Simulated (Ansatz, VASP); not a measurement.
**Tc: VASP beside Ansatz**

```
Tc
1.0
     0.00000    1.95000    1.95000
     1.95000    0.00000    1.95000
     1.95000    1.95000    0.00000
Tc
1
Direct
  0.00000 0.00000 0.00000
```

This isn't the form of Tc at room conditions, which is hcp.

Alike in both runs: task single point; functional LDA; k mesh 15 × 15 × 15; no spin polarisation.

|  | VASP | Ansatz |
| --- | --- | --- |
| version | VASP 6.6.1 | Ansatz 0.2.0 |
| potentials or method | VASP PAW LDA potentials, release 64 (Tc_pv), cutoff 520 eV | all-electron (LAPW or listed datasets) |
| occupations | methfessel-paxton of order 1, width 0.15 eV | cold, width 0.15 eV |

```tsv
	VASP	Ansatz	Ansatz less VASP
gap on the k mesh at the Fermi level (eV)	none	none	-
pressure (GPa)	-20.5	-20.5	-0.01
```

A gap of «none» marks a metal or a gap that the smearing closes. Ansatz ran all-electron here, so the differences hold the error of VASP's frozen core and of both bases.

Caveats: so large a pressure means that the cell lies far from this level's equilibrium, or that cutoff or potentials fall short (VASP).
